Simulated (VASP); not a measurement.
# AlP (F-43m) in VASP: single point with LDA

Aim: the single point of AlP with LDA.

Everything below comes from runs of VASP 6.6.1. Logs are shortened: lines on timing, memory, paths and dates and some standing lists are left out, and cuts for length are marked.

**What was measured.**

A printed reference work, data compilation reports, for a bulk crystal of AlP at 4.2 K: band gap 2.505 eV (indirect).

The results are compared with them further down.

### Step 1. The cell of the first run

Symmetry: F-43m, No. 216, cubic system. The conventional cell has a = 5.451 Å, b = 5.451 Å, c = 5.451 Å, α = 90.00°, β = 90.00°, γ = 90.00°. Within 3.1 Å of Al (site symmetry -43m) lie 4 P at 2.36 Å. Within 3.1 Å of P (site symmetry -43m) lie 4 Al at 2.36 Å.

### Step 2. Single point, LDA

File INCAR:

```
SYSTEM = AlP
PREC     = Accurate       ! precision mode
ENCUT    = 500            ! plane-wave cutoff, eV
EDIFF    = 1E-6           ! SCF threshold, eV
ISMEAR   = 0              ! smearing method
SIGMA    = 0.05           ! smearing width, eV
LREAL    = .False.        ! projectors in reciprocal space
LASPH    = .True.         ! aspherical terms in the spheres
NELM     = 120            ! most SCF steps
ALGO     = Normal         ! electronic algorithm
ISIF     = 2              ! what is computed and relaxed
LWAVE    = .False.        ! write WAVECAR
LCHARG   = .False.        ! write CHGCAR
GGA      = CA             ! functional
NBANDS   = 11             ! bands
GGA_COMPAT= .False.
```

File KPOINTS:

```
regular mesh
0
Gamma
  8 8 8
  0 0 0
```

File POSCAR:

```
AlP
1.0
    0.0000000000      2.7255000000      2.7255000000
    2.7255000000      0.0000000000      2.7255000000
    2.7255000000      2.7255000000      0.0000000000
Al P
1 1
Direct
    0.0000000000      0.0000000000      0.0000000000
    0.7500000000      0.7500000000      0.7500000000
```

Potentials or basis: VASP PAW LDA potentials, release 64 (Al, P).

The run is started by

```bash
> cat potpaw_LDA.64/Al/POTCAR potpaw_LDA.64/P/POTCAR > POTCAR
> mpirun -np 1 vasp_std > vasp.out
```

OUTCAR:

```text
SYSTEM = AlP
   PREC = Accurate
   ENCUT = 500
   EDIFF = 1E-6
   ISMEAR = 0
   LREAL = .False.
   LASPH = .True.
   NELM = 120
   ISIF = 2
   GGA = CA

 ion  position               nearest neighbor table
   1  0.000  0.000  0.000-   2 2.36   2 2.36   2 2.36   2 2.36
   2  0.750  0.750  0.750-   1 2.36   1 2.36   1 2.36   1 2.36

  LATTYP: Found a face centered cubic cell.
 ALAT       =     5.4510000000

  Lattice vectors:

 A1 = (   0.0000000000,   2.7255000000,   2.7255000000)
 A2 = (   2.7255000000,   0.0000000000,   2.7255000000)
 A3 = (   2.7255000000,   2.7255000000,   0.0000000000)

Analysis of symmetry for initial positions (statically):
=====================================================================
 Subroutine PRICEL returns:
 Original cell was already a primitive cell.

 Routine SETGRP: Setting up the symmetry group for a
 face centered cubic supercell.

 Subroutine GETGRP returns: Found 24 space group operations
 (whereof 24 operations were pure point group operations)
 out of a pool of 48 trial point group operations.

The static configuration has the point symmetry T_d .

Analysis of symmetry for dynamics (positions and initial velocities):
=====================================================================
 Subroutine PRICEL returns:
 Original cell was already a primitive cell.

 Routine SETGRP: Setting up the symmetry group for a
 face centered cubic supercell.

 Subroutine GETGRP returns: Found 24 space group operations
 (whereof 24 operations were pure point group operations)
 out of a pool of 48 trial point group operations.

The dynamic configuration has the point symmetry T_d .

 Subroutine INISYM returns: Found 24 space group operations
 (whereof 24 operations are pure point group operations),
 and found     1 'primitive' translations

----------------------------------------------------------------------------------------

                                     Primitive cell

  volume of cell :      40.4919

  direct lattice vectors                    reciprocal lattice vectors
     0.000000000  2.725500000  2.725500000    -0.183452578  0.183452578  0.183452578
     2.725500000  0.000000000  2.725500000     0.183452578 -0.183452578  0.183452578
     2.725500000  2.725500000  0.000000000     0.183452578  0.183452578 -0.183452578

  length of vectors
     3.854439064  3.854439064  3.854439064     0.317749185  0.317749185  0.317749185

  position of ions in fractional coordinates (direct lattice)
     0.000000000  0.000000000  0.000000000
     0.750000000  0.750000000  0.750000000

  ion indices of the primitive-cell ions
   primitive index   ion index
                 1           1
                 2           2

----------------------------------------------------------------------------------------

 KPOINTS: regular mesh

Automatic generation of k-mesh.
 Grid dimensions read from file:
 generate k-points for:    8    8    8

 Generating k-lattice:

  Cartesian coordinates                     Fractional coordinates (reciprocal lattice)
    -0.022931572  0.022931572  0.022931572     0.125000000  0.000000000  0.000000000
     0.022931572 -0.022931572  0.022931572     0.000000000  0.125000000  0.000000000
     0.022931572  0.022931572 -0.022931572     0.000000000  0.000000000  0.125000000

  Length of vectors
     0.039718648  0.039718648  0.039718648

  Shift w.r.t. Gamma in fractional coordinates (k-lattice)
     0.000000000  0.000000000  0.000000000

 Subroutine IBZKPT returns following result:
 ===========================================

 Found     29 irreducible k-points:

 Following reciprocal coordinates:
            Coordinates               Weight
  0.000000  0.000000  0.000000      1.000000
  0.125000  0.000000  0.000000      8.000000
  0.250000  0.000000  0.000000      8.000000
  0.375000  0.000000  0.000000      8.000000
  0.500000  0.000000  0.000000      4.000000
  0.125000  0.125000  0.000000      6.000000
[... 16 lines left out ...]
  0.500000  0.250000  0.125000     48.000000
 -0.375000  0.250000  0.125000     24.000000
 [... further k-points ...]
   k-points           NKPTS =     29   k-points in BZ     NKDIM =     29   number of bands    NBANDS=     11
   number of dos      NEDOS =    301   number of ions     NIONS =      2
   total plane-waves  NPLWV =  21952
   dimension x,y,z NGX =    28 NGY =   28 NGZ =   28
   dimension x,y,z NGXF=    56 NGYF=   56 NGZF=   56
   ions per type =               1   1
   NGX,Y,Z   is equivalent  to a cutoff of  12.08, 12.08, 12.08 a.u.
   NGXF,Y,Z  is equivalent  to a cutoff of  24.15, 24.15, 24.15 a.u.
 SYSTEM =  AlP
   PREC   = accura    normal or accurate (medium, high low for compatibility)
   ISTART =      0    job   : 0-new  1-cont  2-samecut
   ICHARG =      2    charge: 1-file 2-atom 10-const
   ISPIN  =      1    spin polarized calculation?
   LNONCOLLINEAR =      F non collinear calculations
   LSORBIT =      F    spin-orbit coupling
   LASPH  =      T    aspherical Exc in radial PAW
   ENCUT  =  500.0 eV  36.75 Ry    6.06 a.u.   7.03  7.03  7.03*2*pi/ulx,y,z
   NELM   =    120;   NELMIN=  2; NELMDL= -5     # of ELM steps
   EDIFF  = 0.1E-05   stopping-criterion for ELM
   LREAL  =      F    real-space projection
   EDIFFG = 0.1E-04   stopping-criterion for IOM
   NSW    =      0    number of steps for IOM
   IBRION =     -1    ionic relax: 0-MD 1-quasi-New 2-CG
   NFREE  =      0    steps in history (QN), initial steepest desc. (CG)
   ISIF   =      2    stress and relaxation
   ISYM   =      2    0-nonsym 1-usesym 2-fastsym
   POTIM  = 0.5000    time-step for ionic-motion
   TEBEG  =    0.0;   TEEND  =   0.0 temperature during run
   PSTRESS=    0.0 pullay stress
   NELECT =       8.0000    total number of electrons
   NUPDOWN=      -1.0000    fix difference up-down
   EMIN   =  10.00;   EMAX   =-10.00  energy-range for DOS
   EFERMI =   0.00;   METHOD = LEGACY
   ISMEAR =     0;   SIGMA  =   0.05  broadening in eV -4-tet -1-fermi 0-gaus
   EFERMI_NEDOS =   21; number of points for ismear=-14 and -15
   IALGO  =     38    algorithm
   IMIX   =      4    mixing-type and parameters
     AMIX     =   0.40;   BMIX     =  1.00
     AMIX_MAG =   1.60;   BMIX_MAG =  1.00
  volume/ion in A,a.u.               =      20.25       136.63
  Fermi-wavevector in a.u.,A,eV,Ry     =   0.953488  1.801831 12.369596  0.909140
  Thomas-Fermi vector in A             =   2.082148
   LORBIT       =      0    0 simple, 1 ext, 2 COOP (PROOUT), +10 PAW based schemes
   GGA     = CA    functional components
   LHFCALC =     F    Hartree Fock is set to
   AEXX    =    0.0000 exact exchange contribution
   IVDW    =     0    specifies the selected vdW correction
   LEPSILON=     F    determine dielectric tensor
   LRPA    =     F    only Hartree local field effects (RPA)
 non-spin polarized calculation
 Gauss-broadening in eV      SIGMA  =   0.05
  energy-cutoff  :      500.00
  volume of cell :       40.49
 maximum number of plane-waves:      1056
   NGX = 13   NGY = 13   NGZ = 13

 number of electron       8.0000000 magnetization

 Free energy of the ion-electron system (eV)
  ---------------------------------------------------
  ext. energy  EPLUGINS =         0.00000000
  ---------------------------------------------------
  free energy    TOTEN  =       -11.41143129 eV

  energy without entropy =      -11.41143129  energy(sigma->0) =      -11.41143129

 E-fermi :   4.7593     XC(G=0):  -9.4679

 val. band max:        4.4959602015   @ k =   0.0000   0.0000   0.0000
 cond. band min:       5.9280716636   @ k =   0.5000   0.5000   0.0000
 fundamental gap:      1.4321114621
 Fermi energy:         4.7592795396

 k-point     1 :       0.0000    0.0000    0.0000
  band No.  band energies     occupation
      1      -7.0379      2.00000
      2       4.4960      2.00000
      3       4.4960      2.00000
      4       4.4960      2.00000
      5       7.6567      0.00000
      6       8.9752      0.00000
      7       8.9752      0.00000
      8       8.9752      0.00000
      9      13.3143      0.00000
     10      13.3143      0.00000
     11      14.5133      0.00000

 k-point     2 :       0.1250    0.0000    0.0000
  band No.  band energies     occupation
      1      -6.8635      2.00000
      2       3.2472      2.00000
      3       4.3452      2.00000
      4       4.3452      2.00000
      5       8.0862      0.00000
      6       9.2608      0.00000
      7       9.2608      0.00000
      8       9.4885      0.00000
      9      12.8004      0.00000
     10      12.8004      0.00000
     11      15.1671      0.00000

 k-point     3 :       0.2500    0.0000    0.0000
  band No.  band energies     occupation
      1      -6.3719      2.00000
      2       1.2768      2.00000
      3       4.0474      2.00000
      4       4.0474      2.00000
      5       7.6993      0.00000
      6       9.5663      0.00000
      7       9.5663      0.00000
      8      11.3084      0.00000
      9      12.7651      0.00000
     10      12.7651      0.00000
     11      14.6541      0.00000

 k-point     4 :       0.3750    0.0000    0.0000
  band No.  band energies     occupation
      1      -5.7078      2.00000
      2      -0.3832      2.00000
      3       3.8105      2.00000
      4       3.8105      2.00000
      5       7.3181      0.00000
      6       9.3734      0.00000
      7       9.3734      0.00000
      8      12.4969      0.00000
      9      14.1606      0.00000
     10      14.1606      0.00000
     11      14.9400      0.00000

 k-point     5 :       0.5000    0.0000    0.0000
  band No.  band energies     occupation
      1      -5.3282      2.00000
      2      -1.1070      2.00000
      3       3.7247      2.00000
      4       3.7247      2.00000
      5       7.1812      0.00000
      6       9.2288      0.00000
      7       9.2288      0.00000
      8      12.5778      0.00000
      9      16.0169      0.00000
     10      16.0169      0.00000
     11      16.1232      0.00000
[... 211 lines left out ...]
 k-point    21 :       0.5000    0.5000    0.0000
  band No.  band energies     occupation
      1      -4.6526      2.00000
      2      -0.8742      2.00000
      3       2.3660      2.00000
      4       2.3660      2.00000
      5       5.9281      0.00000
      6       6.8252      0.00000
      7      15.4249      0.00000
      8      15.4249      0.00000
      9      16.3762      0.00000
     10      16.5643      0.00000
     11      16.5643      0.00000

 k-point    22 :       0.3750    0.2500    0.1250
  band No.  band energies     occupation
      1      -5.9552      2.00000
      2       0.9571      2.00000
      3       2.5627      2.00000
      4       3.5670      2.00000
      5       8.2441      0.00000
      6       9.2271      0.00000
      7       9.8382      0.00000
      8      11.2281      0.00000
      9      12.7698      0.00000
     10      15.2191      0.00000
     11      17.2791      0.00000

 k-point    23 :       0.5000    0.2500    0.1250
  band No.  band energies     occupation
      1      -5.3458      2.00000
      2      -0.1688      2.00000
      3       1.9892      2.00000
      4       3.1763      2.00000
      5       8.3451      0.00000
      6       9.1855      0.00000
      7      10.4396      0.00000
      8      11.5221      0.00000
      9      13.8969      0.00000
     10      15.7142      0.00000
     11      17.2336      0.00000

 k-point    24 :      -0.3750    0.2500    0.1250
  band No.  band energies     occupation
      1      -5.0095      2.00000
      2      -0.7401      2.00000
      3       1.8538      2.00000
      4       2.9858      2.00000
      5       8.3443      0.00000
      6       8.9135      0.00000
      7      11.3115      0.00000
      8      12.1096      0.00000
      9      13.3895      0.00000
     10      15.8507      0.00000
     11      17.1634      0.00000

 [... further k-points ...]

------------------------ aborting loop because EDIFF is reached ----------------------------------------

  FORCE on cell =-STRESS in cart. coord.  units (eV):
  Direction    XX          YY          ZZ          XY          YZ          ZX
  --------------------------------------------------------------------------------------
  -------------------------------------------------------------------------------------
  Total       -0.1977915     -0.1977915     -0.1977915     -0.0000000      0.0000000      0.0000000
  in kB       -7.8261784     -7.8261784     -7.8261784     -0.0000000      0.0000000      0.0000000
  external PRESSURE =      -7.8261784 kB  Pullay stress =       0.0000000 kB

 VOLUME and BASIS-vectors are now :
 -----------------------------------------------------------------------------
  energy-cutoff  :      500.00
  volume of cell :       40.49
      direct lattice vectors                 reciprocal lattice vectors
     0.000000000  2.725500000  2.725500000    -0.183452578  0.183452578  0.183452578
     2.725500000  0.000000000  2.725500000     0.183452578 -0.183452578  0.183452578
     2.725500000  2.725500000  0.000000000     0.183452578  0.183452578 -0.183452578

 POSITION                                       TOTAL-FORCE (eV/Angst)
 -----------------------------------------------------------------------------------
      0.00000      0.00000      0.00000         0.000000      0.000000     -0.000000
      4.08825      4.08825      4.08825        -0.000000     -0.000000      0.000000
 -----------------------------------------------------------------------------------
    total drift:                                0.000000      0.000000      0.000000

  FREE ENERGIE OF THE ION-ELECTRON SYSTEM (eV)
  ---------------------------------------------------
  free  energy   TOTEN  =       -11.4114312931 eV

  energy  without entropy=      -11.4114312931  energy(sigma->0) =      -11.41143129
```

It took 15 s on 1 thread of Intel Xeon 8259CL, shared host; peak memory 0.14 GiB.

What came out:

```
Free energy            : -11.4114 eV
Pressure               : -0.8 GPa
Band gap on the k mesh : 1.43 eV, indirect (least direct gap 3.16 eV)
```

Levels at points of the mesh, in eV from the valence-band top:
```csv
k point,band 1,band 2,band 3,band 4,band 5,band 6,band 7,band 8
"(0.00, 0.00, 0.00)",-11.53,0.00,0.00,0.00,3.16,4.48,4.48,4.48
"(0.50, 0.00, 0.00)",-9.82,-5.60,-0.77,-0.77,2.69,4.73,4.73,8.08
"(0.50, 0.50, 0.00)",-9.15,-5.37,-2.13,-2.13,1.43,2.33,10.93,10.93
```

### Step 3. Comparison with measurements

Step 2. A measured gap of AlP is 2.505 eV (indirect; 4.2 K; a printed reference work, data compilation); the calculated 1.43 eV misses it by -1.07 eV. The value is that of LDA on a finite k mesh, which can miss the band edges, without temperature or zero-point motion. Semilocal functionals fall short of measured gaps as a rule.
